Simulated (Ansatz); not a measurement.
MnO in Ansatz: the effect of Hubbard term

MnO:

```xyz
2
Lattice="0.0000 2.2239 2.2239 2.2239 0.0000 2.2239 2.2239 2.2239 0.0000" Properties=species:S:1:pos:R:3 pbc="T T T"
Mn    0.0000    0.0000    0.0000
O     2.2239    2.2239    2.2239
```

The cell is a database's computed one.

Alike in all runs:

| Quantity | Value |
| --- | --- |
| Program | Ansatz 0.2.0 |
| Task | density of states |
| Functional | PBEsol |
| Potentials or basis | all-electron LAPW, scalar-relativistic |
| Cutoff | 324 eV (chosen from the basis error) |
| Basis error allowed | 0.001 eV/atom |
| k mesh | 10 × 10 × 10 |
| Occupations | fermi-dirac, width 0.05 eV |
| Spin | collinear spin, ferromagnetic start |
| Starting moments | [4.0, 0.0] μB |

```csv
Hubbard term,gap on the mesh (eV),pressure (GPa)
none,none,-7.1
Mn d U = 2 eV,none,0.4
Mn d U = 4 eV,none,2.8
Mn d U = 6 eV,0.32,5.2
Mn d U = 8 eV,?,?
```

Task: What does the run with Hubbard term Mn d U = 8 eV give?

Result: gap on the mesh 0.54 eV; pressure 7.4 GPa.

Worked out: A parabola through the other rows of the pressure, of slope -1.22 GPa per eV there, extrapolates to 3.8 GPa, against the run's 7.4.

Caveats: a cell with one magnetic atom can't hold antiferromagnetic order, which such compounds often take; the magnetic state may not be the lowest (some runs); U is the effective U less J, on atomic orbitals that reach past the spheres (some runs); semilocal functionals often make such compounds metallic where correlation or magnetic order opens a gap, which also shifts bond lengths (some runs).

A k mesh can miss the band edges.

A gap of «none» marks a metal or a gap under the smearing width.

Runs at the PBE level aren't shown here.
